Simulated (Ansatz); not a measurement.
# A decomposition energy, worked out: W3C2

Method: DFT PBE, scalar-relativistic, plane waves, PAW in Ansatz 0.2.0. All cells share a 420 eV cutoff and Γ-centred k meshes spaced at most about 0.3 Å⁻¹ (about 0.25 or finer for metals, 2π included). No spin polarisation.

The zero of energy is the elements' standard structures at the same level; no fitted shifts are applied.

All energies are static (0 K, no zero-point motion). These runs have no spin–orbit coupling, which can matter for W. The reference form of C is held partly by dispersion forces, which this level lacks.

A trial structure of W3C2 (reached from: a relaxed cell, shaken at random and relaxed again; relaxed: space group Immm (No. 71), a = 3.005 Å, b = 4.328 Å, c = 8.986 Å) has a formation energy of 0.084 eV/atom. At its composition the lowest mixture among the elements and 2 reference phases computed alike (others may be missing) consists of these:

```tsv
phase	source	ΔE_f (eV/atom)
W (solid)	element	0.000
WC (P-6m2)	Materials Project	-0.145
```

Problem. Write the balanced decomposition and find its energy per atom, per formula unit and per mole of formula units.

Solution. Balancing W and C gives W3C2 → W + 2 WC. The left side holds 5 atoms, and the products take 1/5 (W) and 4/5 (WC) of them. The mixture therefore lies at 1/5 × (0.000) + 4/5 × (-0.145) = -0.116 eV/atom. The reaction energy is -0.116 − (0.084) = -0.200 eV/atom. Times 5 atoms that is -1.000 eV per W3C2, and times 96.485 it is -96 kJ per mole of W3C2. Decomposition is downhill, so the trial structure is unstable against this mixture.
